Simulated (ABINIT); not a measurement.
# Quasiparticle gap of AlAs (F-43m) in ABINIT

Wanted: ground state, empty states, screening and self-energy for AlAs (F-43m).

Main program and level: ABINIT 10.8.3; PBE and many-body steps on it, plane waves.

**Experimental background.**

- Gap 3.018 eV: lowest direct gap at Gamma; earlier measurement quoted from literature, technique not stated; 300 K; bulk crystal (pure AlAs, literature value used as model input) (quoted in “Simultaneous Measurement of Mid-Infrared Refractive Indices in Thin-Film Heterostructures: Methodology and Results for GaAs/AlGaAs”, 2023, arxiv:2301.08293).

This is a report of a sequence of runs, with most program output left out.

## Step 1: The starting structure

The structure is cubic, space group F-43m (No. 216). The conventional cell has a = 5.661 Å, b = 5.661 Å, c = 5.661 Å, α = 90.00°, β = 90.00°, γ = 90.00°. Al has 4 As at 2.45 Å nearest. As has 4 Al at 2.45 Å nearest. Farther neighbours are not listed.

The cell and positions come from the Crystallography Open Database and are kept as given unless a step says otherwise.

## Step 2: Ground state

This step: ABINIT 10.8.3; DFT, PBE, plane waves, norm-conserving pseudopotentials.

The ground-state density comes first.

Input file run.abi:

```
acell 3*1.0 Angstrom
rprim 
  0.000000000000 2.830400000000 2.830400000000
  2.830400000000 0.000000000000 2.830400000000
  2.830400000000 2.830400000000 -0.000000000000
ntypat 2
znucl 13 33
natom 2
typat 1 2
xred 
  0.000000000000 0.000000000000 0.000000000000
  0.250000000000 0.250000000000 0.250000000000
pp_dirpath "pseudos"
pseudos "Al.upf, As.upf"
ecut 44
ngkpt 6 6 6
nshiftk 1
shiftk 0 0 0
kptopt 1
chksymbreak 0
nband 18
occopt 1
tolvrs 1e-10
nstep 60
prtwf 0
optforces 0
optstress 0
indata_prefix "in"
outdata_prefix "out"
tmpdata_prefix "tmp"
```

Command:

```console
$ OMP_NUM_THREADS=1 mpirun -n 4 abinit run.abi > log
```

The job ended after 14 s (4 MPI ranks of Arm Neoverse V1, shared host; peak memory 0.34 GiB).

Numbers from this step:

| Item | Value |
| --- | --- |
| total energy | -8370.2986 eV |
| gap | 1.436 eV |
| k of the valence top | 0, 0, 0 |
| k of the conduction bottom | 0.5, 0.5, 0 |
| least direct gap | 2.044 eV |

The gap is indirect, with the least direct gap 0.61 eV higher.

## Step 3: Bands along the symmetry lines

Levels along a band path, at the cheap level, show where the edges lie and whether the meshes to come will hold them.

Input file run.abi:

```
acell 3*1.0 Angstrom
rprim 
  0.000000000000 2.830400000000 2.830400000000
  2.830400000000 0.000000000000 2.830400000000
  2.830400000000 2.830400000000 -0.000000000000
ntypat 2
znucl 13 33
natom 2
typat 1 2
xred 
  0.000000000000 0.000000000000 0.000000000000
  0.250000000000 0.250000000000 0.250000000000
pp_dirpath "pseudos"
pseudos "Al.upf, As.upf"
ecut 44
iscf -2
irdden 1
kptopt 0
nkpt 50
kpt 
  0.00000000 0.00000000 0.00000000
  -0.06250000 -0.06250000 0.00000000
  -0.12500000 -0.12500000 0.00000000
  -0.18750000 -0.18750000 0.00000000
  -0.25000000 -0.25000000 0.00000000
  -0.31250000 -0.31250000 0.00000000
  -0.37500000 -0.37500000 0.00000000
  -0.43750000 -0.43750000 0.00000000
  -0.50000000 -0.50000000 0.00000000
  -0.48437500 -0.48437500 0.03125000
  -0.46875000 -0.46875000 0.06250000
  -0.45312500 -0.45312500 0.09375000
  -0.43750000 -0.43750000 0.12500000
  -0.42187500 -0.42187500 0.15625000
  -0.40625000 -0.40625000 0.18750000
  -0.39062500 -0.39062500 0.21875000
  -0.37500000 -0.37500000 0.25000000
  -0.37500000 0.00000000 0.37500000
  -0.32812500 0.00000000 0.32812500
  -0.28125000 0.00000000 0.28125000
  -0.23437500 0.00000000 0.23437500
  -0.18750000 0.00000000 0.18750000
  -0.14062500 0.00000000 0.14062500
  -0.09375000 0.00000000 0.09375000
  -0.04687500 0.00000000 0.04687500
  0.00000000 0.00000000 0.00000000
  0.00000000 0.00000000 0.06250000
  0.00000000 0.00000000 0.12500000
  0.00000000 0.00000000 0.18750000
  0.00000000 0.00000000 0.25000000
  0.00000000 0.00000000 0.31250000
  0.00000000 0.00000000 0.37500000
  0.00000000 0.00000000 0.43750000
  -0.00000000 -0.00000000 0.50000000
  -0.06250000 -0.03125000 0.46875000
  -0.12500000 -0.06250000 0.43750000
  -0.18750000 -0.09375000 0.40625000
  -0.25000000 -0.12500000 0.37500000
  -0.31250000 -0.15625000 0.34375000
  -0.37500000 -0.18750000 0.31250000
  -0.43750000 -0.21875000 0.28125000
  -0.50000000 -0.25000000 0.25000000
  -0.50000000 -0.28125000 0.21875000
  -0.50000000 -0.31250000 0.18750000
  -0.50000000 -0.34375000 0.15625000
  -0.50000000 -0.37500000 0.12500000
  -0.50000000 -0.40625000 0.09375000
  -0.50000000 -0.43750000 0.06250000
  -0.50000000 -0.46875000 0.03125000
  -0.50000000 -0.50000000 0.00000000
istwfk *1
nband 20
nbdbuf 2
tolwfr 1e-08
nstep 40
prtwf 0
prtvol 0
indata_prefix "in"
outdata_prefix "out"
tmpdata_prefix "tmp"
```

Elapsed: 21 s, on 4 MPI ranks; peak memory 0.33 GiB.

This step gave:

| Property | Result |
| --- | --- |
| gap | 1.436 eV |
| k of the valence top | 0, 0, 0 |
| k of the conduction bottom | -0.5, -0.5, 0 |
| least direct gap | 2.044 eV |

The gap is 1.436 eV, as in the run before at this level.

The electronic bands at the labelled points (eV, zero at the top of the highest filled band):

```
    point  band 10  band 11  band 12  band 13  band 14  band 15  band 16  band 17
        Γ   -11.87     0.00     0.00     0.00     2.04     4.29     4.29     4.29
  halfway   -11.10    -3.21    -1.34    -1.34     2.59     3.78     6.84     6.84
        X    -9.91    -5.43    -2.17    -2.17     1.44     2.30    10.32    10.32
  halfway    -9.90    -5.35    -2.71    -2.08     1.80     3.03     9.53     9.58
        U    -9.94    -5.17    -3.41    -1.80     2.24     4.98     8.18     8.33
jump to K    -9.94    -5.17    -3.41    -1.80     2.24     4.98     8.18     8.33
  halfway   -11.03    -3.68    -2.00    -0.46     3.71     4.97     5.18     5.93
        Γ   -11.87     0.00     0.00     0.00     2.04     4.29     4.29     4.29
  halfway   -11.30    -3.39    -0.48    -0.48     2.61     4.92     4.92     6.45
        L   -10.46    -5.57    -0.83    -0.83     2.14     4.69     4.69     7.76
  halfway   -10.20    -5.26    -2.69    -1.54     3.67     4.25     6.69     7.66
        W    -9.88    -5.08    -3.18    -2.82     4.33     5.65     5.71     6.07
  halfway    -9.89    -5.28    -2.69    -2.54     2.50     3.41     8.13     8.86
        X    -9.91    -5.43    -2.17    -2.17     1.44     2.30    10.32    10.32
```

## Step 4: Empty states on the mesh, 4×4×4 mesh, 139 bands

The sums over transitions need many empty states on a uniform mesh; this step solves for them.

Input file run.abi:

```
acell 3*1.0 Angstrom
rprim 
  0.000000000000 2.830400000000 2.830400000000
  2.830400000000 0.000000000000 2.830400000000
  2.830400000000 2.830400000000 -0.000000000000
ntypat 2
znucl 13 33
natom 2
typat 1 2
xred 
  0.000000000000 0.000000000000 0.000000000000
  0.250000000000 0.250000000000 0.250000000000
pp_dirpath "pseudos"
pseudos "Al.upf, As.upf"
ecut 44
ngkpt 4 4 4
nshiftk 1
shiftk 0 0 0
kptopt 1
chksymbreak 0
irdden 1
istwfk *1
nband 139
prtvol 0
optdriver 6
gwr_task "HDIAGO"
paral_kgb 0
occopt 1
indata_prefix "in"
outdata_prefix "out"
tmpdata_prefix "tmp"
```

It took 1.7 min on 4 MPI ranks; peak memory 4.2 GiB; 6.9 min of CPU time.

Numbers from this step:

| Quantity | Value |
| --- | --- |
| gap | 1.436 eV |
| k of the valence top | 0, 0, 0 |
| k of the conduction bottom | 0.5, 0.5, 0 |
| least direct gap | 2.044 eV |
| k points computed | 8 |
| lowest point of the top converged band, above the valence top | 97.0459 eV |

On this mesh the gap is 1.436 eV.

## Step 5: Screening, 4×4×4 mesh, 131 bands, screening to 163.3 eV

The RPA dielectric matrix is built and inverted for each q.

This step: RPA screening on PBE, plane waves, norm-conserving pseudopotentials.

Edit run.abi of step 4 so:

```diff
@@ -20,10 +20,11 @@
 chksymbreak 0
-irdden 1
 istwfk *1
-nband 139
-prtvol 0
-optdriver 6
-gwr_task "HDIAGO"
-paral_kgb 0
 occopt 1
+irdwfk 1
+optdriver 3
+nband 131
+ecuteps 6
+inclvkb 2
+awtr 1
+symchi 1
 indata_prefix "in"
```

Wall time 37 s (4 MPI ranks); peak memory 1.1 GiB.

Numbers from this step:

```yaml
eps_infinity_with_local_fields_on_this_mesh_along_the_program_s_q_direction: 14.22
the_same_without_local_fields: 15.96
plasma_frequency: 28.12 eV
plane_waves_in_the_screening_matrix: 181
```

Local fields lower ε∞ by 11 %. On a Γ-centred mesh this coarse the value itself is usually too large, while a short band sum pulls it down.

## Step 6: Self-energy, 4×4×4 mesh, 131 bands, screening to 163.3 eV

The self-energy is evaluated for the states that the input lists, and the levels follow from it, in one-shot runs by the linearised quasiparticle equation.

This step: G0W0 on PBE, plane waves, norm-conserving pseudopotentials.

Edit run.abi of step 5 so:

```diff
@@ -23,8 +23,17 @@
 irdwfk 1
-optdriver 3
+optdriver 4
 nband 131
+gwcalctyp 0
+ecutsigx 44
+symsigma 1
+nkptgw 2
+kptgw 
+  0.0000000000 0.0000000000 0.0000000000
+  0.5000000000 0.5000000000 0.0000000000
+bdgw 
+  11 17
+  12 15
 ecuteps 6
-inclvkb 2
-awtr 1
-symchi 1
+irdscr 1
+ppmodel 1
 indata_prefix "in"
```

Elapsed: 9.9 s, on 4 MPI ranks; peak memory 1 GiB.

Numbers from this step:

| Property | Result |
| --- | --- |
| G0W0 gap on the points computed | 1.926 eV |
| starting gap on the mesh | 1.436 eV |
| k of the valence top | 0, 0, 0 |
| k of the conduction bottom | 0.5, 0.5, 0 |
| Z at the valence top | 0.786 |
| Z at the conduction bottom | 0.803 |
| least direct G0W0 gap on the computed points | 2.787 eV |

The gap on the mesh goes from 1.44 eV to 1.93 eV, a correction of +0.49 eV.

Limits: finite bands, cutoff and mesh; no spin-orbit coupling; coarse k mesh. v1 is the top filled band, c1 the lowest empty one. The levels before and after the correction (eV, zero at the valence-band top of each column):

```
           conduction bottom  valence top
Kohn-Sham               1.44         0.00
     G0W0               1.93         0.00
```

```
                       level  energy (eV)
Kohn-Sham            Γ v3-v1        0.000
Kohn-Sham               Γ c1        2.044
Kohn-Sham            Γ c2-c4        4.293
Kohn-Sham  (0.5 0.5 0) v2-v1       -2.173
Kohn-Sham     (0.5 0.5 0) c1        1.436
Kohn-Sham     (0.5 0.5 0) c2        2.301
     G0W0            Γ v3-v1        0.000
     G0W0               Γ c1        2.787
     G0W0            Γ c2-c4        4.946
     G0W0  (0.5 0.5 0) v2-v1       -2.374
     G0W0     (0.5 0.5 0) c1        1.926
     G0W0     (0.5 0.5 0) c2        2.918
```

## Step 7: Where the time went

Times are wall times on 4 MPI ranks of Arm Neoverse V1, shared host, good to a factor of about two.

```
                          step     time  share  memory (GiB)
                  ground state     14 s    8 %          0.34
bands along the symmetry lines     21 s   11 %          0.33
      empty states on the mesh  1.7 min   56 %           4.2
                     screening     37 s   20 %           1.1
                   self-energy    9.9 s    5 %           1.0
```

## Step 8: Summary of results

| Property | Result |
| --- | --- |
| PBE gap | 1.44 eV, indirect |
| G0W0 gap on the mesh | 1.93 eV |
| GW settings | 4×4×4 mesh, 131 bands, screening to 163.3 eV, Godby-Needs plasmon pole |
| known limits | not at the basis limit; no spin-orbit coupling; coarse k mesh |

**Reading.** G0W0 moves the gap on the mesh from 1.44 eV to 1.93 eV (+0.49 eV), with Z of 0.79 and 0.80 at the edges. Local fields lower the RPA ε∞ on this mesh from 15.96 to 14.22; a Γ-centred mesh this coarse tends to raise both, most where the direct gap is narrow, while a short band sum lowers them. Only 2 of the mesh's irreducible points were corrected, so a valley elsewhere could overtake. The dearest step here is «empty states on the mesh». Against experiment, by G0W0@PBE: the direct gap of 2.79 eV lies −0.23 eV from the measured 3.018 eV (direct, 300 K, quoted 2023). An exciton line or allowed optical edge lies below the quasiparticle gap by the binding energy; a forbidden edge can push the onset above it. The calculation has static nuclei and no excitons; a measured gap holds zero-point and thermal motion, which mostly lowers it. Bands and cutoff are finite, so the gap is not at the basis limit. The miss can reach some tenths of an eV and take either sign; the mesh is an error of its own. In the G0W0 run levels were corrected at 2 k points alone, so a gap called «on the mesh» is the least over those, and an edge elsewhere would be missed. The 4×4×4 mesh is coarse for this cell, which bears on the long-range parts of exchange and screening. The many-body steps are scalar-relativistic: spin-orbit coupling is not in them.

[Paths, hosts, dates, memory and timing lines, banners, echoed tables and standing remarks are left out of the program output.]

[Logs are printed without paths, hosts, clocks, repeated set-up lines and the standing remarks that a program may print on its own settings, such as how far it seeks lower states.]

[Runs of the session that timed out or met a known fault of the program may be left out.]

[Hosts, paths, dates, database ids (printed as entryN), source tags and the programs' standing remarks are cut or masked in the printed files.]

[G0W0 gaps are taken among the corrected bands and points alone; a level outside them can change the order at an edge.]

[Where Ansatz stands beside ABINIT at settings called matched, ABINIT's density can come from a denser mesh and the files from another edition; pairs whose starting gaps differed by over 0.03 eV were left out, so agreement reads better than it is.]
